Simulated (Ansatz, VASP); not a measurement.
# KI in two plane-wave programs

One calculation is typed for both programs; each brings its own data sets and cutoff. How far apart do they land? The cell is a member of a volume series, scaled by 1.015 from a relaxed one, so a pressure remains. Other levels of theory on this material are compared in a session of their own.

Calculated with Ansatz 0.2.0; plane waves, with VASP 6.6.1 beside it; single point at r2SCAN.

### 1. The starting structure

The structure is cubic, space group Fm-3m (No. 225). Conventional cell: a = 7.128 Å, b = 7.128 Å, c = 7.128 Å, α = 90.00°, β = 90.00°, γ = 90.00°. I has 6 K at 3.56 Å nearest. Nearest to K lie 6 I at 3.56 Å. Farther neighbours and most contacts between anions are not listed.

As a file:

```cif
data_structure
_symmetry_space_group_name_H-M 'Fm-3m'
_symmetry_Int_Tables_number 225
_cell_length_a 7.1277
_cell_length_b 7.1277
_cell_length_c 7.1277
_cell_angle_alpha 90.000
_cell_angle_beta 90.000
_cell_angle_gamma 90.000
_cell_volume 362.12
loop_
_atom_site_label
_atom_site_type_symbol
_atom_site_symmetry_multiplicity
_atom_site_Wyckoff_symbol
_atom_site_fract_x
_atom_site_fract_y
_atom_site_fract_z
_atom_site_occupancy
I1 I 4 b 0.50000 0.00000 0.00000 1
K1 K 4 a 0.00000 0.00000 0.00000 1
```

### 2. Ansatz: single point, r2SCAN, volume scaled by 1.015

Ansatz runs on its default PAW (the set named soft_2) files.

With cell and atoms fixed, the geometry can't cause a difference; cores, projectors, grids and the points listed under the comparison can.

File input.yaml:

```yaml
crystal:
  lattice:
    - [0.0, 3.56384544, 3.56384544]
    - [3.56384544, 0.0, 3.56384544]
    - [3.56384544, 3.56384544, 0.0]
  atoms:
    - { symbol: I, position: [0.5, 0.5, 0.5] }
    - { symbol: K, position: [0.0, 0.0, 0.0] }
hamiltonian:
  xc: r2scan
  pseudopotentials: { kind: paw }
kpoints:
  mp_grid: { grid: [6, 6, 6] }
scf:
  occupations: { method: gaussian, width: 0.03 }
  n_extra_bands: 4
output:
  forces: true
  stress: true
  eigenvalues: true
```

Command:

```sh
ansatz run input.yaml --threads 2 --pin off --max-ram 4608MiB --backend cpu --events-out ev --progress --plain --runs-dir out
```

Numbers of over 12 decimals in the logs are rounded to 6 here.

Log:

```text
scf.n_extra_bands = 4 over 13 filled bands (N_el = 26.0): the run solves 17 bands
Engine: ansatz 0.2.0, aarch64-unknown-linux-gnu
Pseudopotentials: kind: paw
Pseudopotential: I, paw, valence charge 17, recommended cutoff 500 eV (meta_gga), I.paw.azcp
Pseudopotential: K, paw, valence charge 9, recommended cutoff 500 eV (meta_gga), K.paw.azcp
Functional definition: r2SCAN
  parameter k0 = 0.174
  parameter k1 = 0.065
  parameter a1 = 4.9479
  exchange = r2scan_x(k0 = k0, k1 = k1, a1 = a1)
  correlation = r2scan_c
Crystal: 2 atoms, lattice volume = 90.529 Å³
Basis set: ecut = 500 eV, 2277 PW (Γ), exchange–correlation on 160×160×160 points (64 copies of the dense FFT grid, shifted against one another)
Bands: 17, of which v1, the nominal top of the filled ones, is band 13 counted from 1 (12 counted from 0)
Symmetry: 48 space group operations
Space group: Fm-3m (ITA 225), of the structure as read, at distance tolerance 4.5e-5 Å
k-points: 16 of 216
Non-local potential: I, projectors of the file, l = 0: 2, l = 1: 2, l = 2: 2, l = 3: 2
Non-local potential: K, projectors of the file, l = 0: 3, l = 1: 2, l = 2: 2
PAW form: soft (Blöchl's): semilocal exchange-correlation on the pseudo side does not see the compensation charge
PAW frozen core: I, regenerated for the run's functional (the file was generated under x = pbe(κ = 0.804, μ = 0.219515), c = pbe(β = 0.066725))
PAW frozen core: K, regenerated for the run's functional (the file was generated under x = pbe(κ = 0.804, μ = 0.219515), c = pbe(β = 0.066725))
PAW one-centre angular grid: I, 590 points (default); XC on 160 Gauss nodes
PAW one-centre angular grid: K, 302 points (default); XC on 160 Gauss nodes
Initial density: superposition of atomic densities (neutral atoms: chi_scale 0, normalization atom), corrected by the library's trained network
Initial wavefunctions: pseudopotential atomic-orbital guess
Functional: x = r2scan, c = r2scan; τ floored in thin density (d = 2e-4 eV/Å³)
SCF iter   1: F=—  HF=-9073.912077 eV  |F-HF|=—  |Δ(HF+E_count)|=         —  Δρ=2.46e-3  dr2=3.52e-3  dr2_τ=6.21e-4  ethr=1.77e-3  ⟨swp⟩=6.7  Hψ=1635  notcnv=0
preconditioner: auto → none  [insulator: Δε(μ)=4.567 eV  Ē_g=14.518 eV  σ=0.030 eV  W_gap=1.00  n_scr=14 (ndim 8)  ℏωp=14.6 eV  f_vac=0.151  D(μ)=0.00/eV (n_scr^D=0)  ε∞_Penn≈2.0]
SCF iter   2: F=—  HF=-9073.920537 eV  |F-HF|=—  |Δ(HF+E_count)|=   8.46e-3  Δρ=9.71e-4  dr2=3.90e-4  dr2_τ=3.54e-5  ethr=1.35e-5  ⟨swp⟩=3.6  Hψ=739  notcnv=0
SCF iter   3: F=—  HF=-9073.920674 eV  |F-HF|=—  |Δ(HF+E_count)|=   1.37e-4  Δρ=2.32e-4  dr2=1.81e-5  dr2_τ=3.05e-6  ethr=1.50e-6  ⟨swp⟩=2.0  Hψ=516  notcnv=0
SCF iter   4: F=—  HF=-9073.920697 eV  |F-HF|=—  |Δ(HF+E_count)|=   2.27e-5  Δρ=5.69e-5  dr2=4.40e-6  dr2_τ=1.41e-7  ethr=6.95e-8  ⟨swp⟩=3.0  Hψ=571  notcnv=0
iter 5 did not close the SCF: its close was put off for the readings that it lacked (scf_convergence_deferred on its scf_iter line)
SCF iter   5: F=-9073.920695 eV  HF=-9073.920695 eV  |F-HF|=1.54e-8  |Δ(HF+E_count)|=   1.66e-6  Δρ=7.49e-6  dr2=5.02e-8  dr2_τ=2.27e-8  ethr=1.69e-8  ⟨swp⟩=2.0  Hψ=480  notcnv=0
SCF iter   6: F=-9073.920695 eV  HF=-9073.920695 eV  |F-HF|=1.94e-9  |Δ(HF+E_count)|=   2.85e-8  Δρ=2.10e-6  dr2=1.42e-9  dr2_τ=3.84e-10  ethr=1.93e-10  ⟨swp⟩=4.0  Hψ=1327  notcnv=0
SCF 1 converged in 6 iterations: F = -9073.920695 eV  dr2 = 1.42e-9
  greatest PAW one-centre occupation: 0.998 electrons in one spin orbital (limit 2), on the I atom at site 0 (counted from 0), in its partial waves of l = 2
SCF converged after 6 iterations
Free energy (F): -9073.920695 eV
Harris-Foulkes:  -9073.920695 eV  (|F-HF|=1.94e-9)
Internal energy: -9073.920695 eV  (E = F + TS)
E sigma→0 (E₀):  -9073.920695 eV
Fermi energy:    3.994260 eV
--- Per-component energies (eV) ---
  E_band       = -548.892144
  E_kinetic    = 442.470727
  E_local      = -2859.131541  (includes V_loc(G=0)·N_el)
  E_nonlocal   = -77.409828
  E_hartree    = 1353.113155
  E_xc         = -254.941787
  E_vxc        = -326.254688  (∫ρ·V_xc dr)
  E_paw        = -5627.498970  (= ΣΔE_a)
  E_vpaw       = -454.345732  (= ΣTr[D̂ρ^β])
  E_aug_tail   = -0.000039  (compensation charges beyond the density's cutoff)
  E_vtau       = 19.553634  (kinetic-family band-sum trace: ∫τ·v_τ [+ j·A + Jᵃ·Aᵃ] dr)
  E_ewald      = -2050.399279
  E_core_change = -0.123132  (= ΣΔE_core)
  E_smearing   = -0.000000  (= −TS)
  E_closure    = 0.000000  (closes the sum)
  Σ components = -9073.920695   (vs F -9073.920695, Δ=0.00e0)
--- Forces (eV/Å), atoms counted from 1 ---
  atom   1  I      0.00000000     0.00000000     0.00000000
  atom   2  K     -0.00000000     0.00000000    -0.00000000
  max |Σ_I F_I| component: 6.06e-29 eV/Å
--- Stress (GPa, compression-positive) ---
       -0.177411      -0.000000       0.000000
        0.000000      -0.177411       0.000000
       -0.000000      -0.000000      -0.177411
  P = ⅓ Tr σ = -0.1774 GPa (-1.774 kbar)
--- Band table (eV; the first three rows and the last of 16) ---
  k-point 0: bands = [... 9 lower, -9.0448, 1.7220, 1.7220, 1.7220, 6.2663, 8.7949, 8.7949, 8.7949]
  k-point 1: bands = [... 9 lower, -8.9763, 1.3342, 1.6380, 1.6380, 6.8663, 8.6779, 9.0929, 9.0929]
  k-point 2: bands = [... 9 lower, -8.8446, 0.7214, 1.4809, 1.4809, 7.5813, 9.2758, 9.8127, 9.8127]
  k-point 15: bands = [... 9 lower, -8.8613, 0.8729, 1.1759, 1.2071, 7.8796, 8.7864, 9.6400, 10.7356]
```

It took 4.7 s on 2 threads of Arm Neoverse N1, shared host; peak memory 0.58 GiB; 8.8 s of CPU time.

The column dr2 measures how far the density is from self-consistency, as an energy; F and HF (Harris–Foulkes) agree once it is small.

The run ends at a pressure of -0.18 GPa.

### 3. VASP: single point, r2SCAN, volume scaled by 1.015

The same cell, functional, mesh and smearing now go to VASP, with its own data sets and cutoff.

Lines of VASP's logs that name or quote its potential files are left out, and so is its time.

The input asks for a relaxation, which ended at its first step since no free force or stress exceeded the threshold; so it serves as a single point.

File INCAR:

```
SYSTEM = KI
PREC = Accurate
ENCUT = 500
EDIFF = 1E-06
NELM = 100
ISMEAR = 0
SIGMA = 0.03
LREAL = .FALSE.
ALGO = Normal
METAGGA = R2SCAN
LASPH = .TRUE.
NBANDS = 14
LORBIT = 11
LWAVE = .FALSE.
LCHARG = .FALSE.
KPAR = 4
IBRION = 2
NSW = 30
ISIF = 4
EDIFFG = -0.01
```

File POSCAR:

```
KI
1.0
    0.0000000000      3.5638454416      3.5638454416
    3.5638454416      0.0000000000      3.5638454416
    3.5638454416      3.5638454416      0.0000000000
I K
1 1
Direct
    0.5000000000      0.5000000000      0.5000000000
    0.0000000000      0.0000000000      0.0000000000
```

File KPOINTS:

```
Automatic mesh
0
Gamma
6 6 6
0 0 0
```

Potentials, in the order of the species: I and K_sv (PBE family, release 64).

Command:

```sh
mpirun -np 4 vasp_std
```

Log:

```text
[banner, memory and clock lines left out]
running    4 mpi-ranks, on    1 nodes
 distrk:  each k-point on    1 cores,    4 groups
 distr:  one band on    1 cores,    1 groups

 POSCAR found type information on POSCAR I K
 POSCAR found :  2 types and       2 ions
|                                                                             |
|               ----> ADVICE to this user running VASP <----                  |
|                                                                             |
|     You enforced a specific xc type in the INCAR file but a different       |
|     [... a line on the potential file left out ...]
|     I HOPE YOU KNOW WHAT YOU ARE DOING!                                     |
|                                                                             |

 LDA part: xc-table for (None), standard interpolation
 POSCAR, INCAR and KPOINTS ok, starting setup
 FFT: planning ... GRIDC
 FFT: planning ... GRID_SOFT
 FFT: planning ... GRID
 WAVECAR not read
 entering main loop
       N       E                     dE             d eps       ncg     rms          rms(c)
DAV:   1     0.594780854161E+02    0.59478E+02   -0.65900E+03   448   0.967E+02
DAV:   2    -0.309688749175E+02   -0.90447E+02   -0.84464E+02   550   0.225E+02
DAV:   3    -0.370063948524E+02   -0.60375E+01   -0.60013E+01   644   0.504E+01
DAV:   4    -0.373317305684E+02   -0.32534E+00   -0.32517E+00   718   0.995E+00
DAV:   5    -0.373339356036E+02   -0.22050E-02   -0.22050E-02   622   0.881E-01    0.309E+00
DAV:   6    -0.339816914375E+02    0.33522E+01   -0.98840E-01   732   0.879E+00    0.216E+00
DAV:   7    -0.339697961383E+02    0.11895E-01   -0.81028E-02   574   0.183E+00    0.120E+00
DAV:   8    -0.339805290265E+02   -0.10733E-01   -0.25935E-02   562   0.103E+00    0.432E-01
DAV:   9    -0.339832669391E+02   -0.27379E-02   -0.35717E-03   448   0.516E-01    0.774E-02
DAV:  10    -0.339832750233E+02   -0.80843E-05   -0.10138E-04   628   0.728E-02    0.582E-02
DAV:  11    -0.339833483122E+02   -0.73289E-04   -0.57487E-05   466   0.589E-02    0.221E-02
DAV:  12    -0.339833630142E+02   -0.14702E-04   -0.15877E-05   466   0.382E-02    0.331E-03
DAV:  13    -0.339833628496E+02    0.16458E-06   -0.22746E-07   494   0.409E-03
   1 F= -.33983363E+02 E0= -.33983363E+02  d E =-.339834E+02
 curvature:   0.00 expect dE= 0.000E+00 dE for cont linesearch  0.000E+00
 trial: gam= 0.00000 g(F)=  0.704E-63 g(S)=  0.583E-33 ort = 0.000E+00 (trialstep = 0.100E+01)
 search vector abs. value=  0.100E-09
 reached required accuracy - stopping structural energy minimisation
```

From OUTCAR (step 3):

```text
ion  position               nearest neighbor table
   1  0.500  0.500  0.500-   2 3.56   2 3.56   2 3.56   2 3.56   2 3.56   2 3.56
   2  0.000  0.000  0.000-   1 3.56   1 3.56   1 3.56   1 3.56   1 3.56   1 3.56

  LATTYP: Found a face centered cubic cell.
 ALAT       =     7.1276908832

 Subroutine GETGRP returns: Found 48 space group operations
 (whereof 48 operations were pure point group operations)

The static configuration has the point symmetry O_h .

 Found     16 irreducible k-points:

   k-points           NKPTS =     16   k-points in BZ     NKDIM =     16   number of bands    NBANDS=     14

   dimension x,y,z NGX =    40 NGY =   40 NGZ =   40
   dimension x,y,z NGXF=    80 NGYF=   80 NGZF=   80

   ENCUT  =  500.0 eV  36.75 Ry    6.06 a.u.   9.19  9.19  9.19*2*pi/ulx,y,z

   NELECT =      16.0000    total number of electrons

 k-points in reciprocal lattice and weights: Automatic mesh
   0.00000000  0.00000000  0.00000000       0.005
   0.16666667  0.00000000  0.00000000       0.037
   0.33333333  0.00000000  0.00000000       0.037
   0.50000000  0.00000000  0.00000000       0.019
   0.16666667  0.16666667  0.00000000       0.028
   0.33333333  0.16666667  0.00000000       0.111
   0.50000000  0.16666667  0.00000000       0.111
  -0.33333333  0.16666667  0.00000000       0.111
  -0.16666667  0.16666667  0.00000000       0.056
[...]
-0.33333333  0.33333333  0.16666667       0.111
  -0.33333333  0.50000000  0.16666667       0.056

 average (electrostatic) potential at core
       1 -99.3394       2 -40.0128

 E-fermi :  -0.7135

 k-point     1 :       0.0000    0.0000    0.0000
  band No.  band energies     occupation
    ...
      4     -13.3060      2.00000
      5     -11.6621      2.00000
      6      -0.8889      2.00000
      7      -0.8889      2.00000
      8      -0.8889      2.00000
      9       3.6524      0.00000
     10       6.1716      0.00000
     11       6.1716      0.00000
     12       6.1716      0.00000
     13       7.0056      0.00000
    ...

 k-point     2 :       0.1667    0.0000    0.0000
  band No.  band energies     occupation
    ...
      4     -13.3065      2.00000
      5     -11.5955      2.00000
      6      -1.2770      2.00000
      7      -0.9727      2.00000
      8      -0.9727      2.00000
      9       4.2525      0.00000
     10       6.0571      0.00000
     11       6.4699      0.00000
     12       6.4699      0.00000
     13       7.3169      0.00000
    ...

 k-point     3 :       0.3333    0.0000    0.0000
  band No.  band energies     occupation
    ...
      4     -13.3074      2.00000
      5     -11.4668      2.00000
      6      -1.8901      2.00000
      7      -1.1294      2.00000
      8      -1.1294      2.00000
      9       4.9657      0.00000
     10       6.6600      0.00000
     11       7.1907      0.00000
     12       7.1907      0.00000
     13       8.1446      0.00000
    ...

  Total       -0.1019170     -0.1019170     -0.1019170     -0.0000000      0.0000000      0.0000000
  in kB       -1.8037268     -1.8037268     -1.8037268     -0.0000000      0.0000000      0.0000000
  external PRESSURE =      -1.8037268 kB  Pullay stress =       0.0000000 kB

  energy-cutoff  :      500.00
  volume of cell :       90.53
      direct lattice vectors                 reciprocal lattice vectors
     0.000000000  3.563845442  3.563845442    -0.140297891  0.140297891  0.140297891
     3.563845442  0.000000000  3.563845442     0.140297891 -0.140297891  0.140297891
     3.563845442  3.563845442  0.000000000     0.140297891  0.140297891 -0.140297891

 POSITION                                       TOTAL-FORCE (eV/Angst)
 -----------------------------------------------------------------------------------
      3.56385      3.56385      3.56385         0.000000      0.000000      0.000000
      0.00000      0.00000      0.00000        -0.000000     -0.000000     -0.000000
 -----------------------------------------------------------------------------------
    total drift:                                0.000000     -0.000000     -0.000000

  FREE ENERGIE OF THE ION-ELECTRON SYSTEM (eV)
  ---------------------------------------------------
  free  energy   TOTEN  =       -33.9833628496 eV

  energy  without entropy=      -33.9833628496  energy(sigma->0) =      -33.98336285

 reached required accuracy - stopping structural energy minimisation

 total charge
# of ion       s       p       d       tot
------------------------------------------
    1        1.491   2.892   0.001   4.384
    2        1.957   5.675   0.019   7.652
--------------------------------------------------
tot          3.449   8.567   0.020  12.036

[... 3 further parts left out ...]
```

CONTCAR:

```
KI
   1.00000000000000
     0.0000000000000000    3.5638454415999998    3.5638454415999998
     3.5638454415999998    0.0000000000000000    3.5638454415999998
     3.5638454415999998    3.5638454415999998    0.0000000000000000
  I               K
     1     1
Direct
     0.5000000000000000    0.5000000000000000    0.5000000000000000
     0.0000000000000000    0.0000000000000000    0.0000000000000000
```

### 4. Differences

Known differences besides the potentials themselves: VASP keeps PBE cores, Ansatz makes them for the functional; the data sets hold 26 valence electrons in Ansatz (default PAW (the set named soft_2) files) and 16 in VASP. Total energies have different zeros and are not compared.

Both answers:

| quantity | Ansatz | VASP | difference |
| --- | --- | --- | --- |
| pressure (GPa) | -0.18 | -0.18 | 0.00 |
| gap on the k mesh (eV) | 4.544 | 4.541 | +0.003 |

A gap on the mesh is an upper bound, since the band edges may lie between its points. Ansatz's pressure holds a Pulay correction of 0.01 GPa; VASP's holds none.

### 5. What came out

```json
{
 "difference in gap on the k mesh (single point, r2SCAN, volume scaled by 1.015)": "0.0030 eV"
}
```

In words: The difference in gap on the k mesh is 0.0030 eV (single point, r2SCAN, volume scaled by 1.015), within the 0.08 eV picked in this series as the mark of a large difference. 4 further runs of this series are not shown here. How closely two codes agree says nothing of how well the functional describes the real material.

[Lines on the potential files, build, host, timing and source positions are cut from VASP's logs without a mark.]

[Logs are printed without paths, hosts, clocks, repeated set-up lines and the standing remarks that a program may print on its own settings, such as how far it seeks lower states.]

[Hosts, paths, dates, database ids (printed as entryN), source tags and the programs' standing remarks are cut or masked in the printed files.]
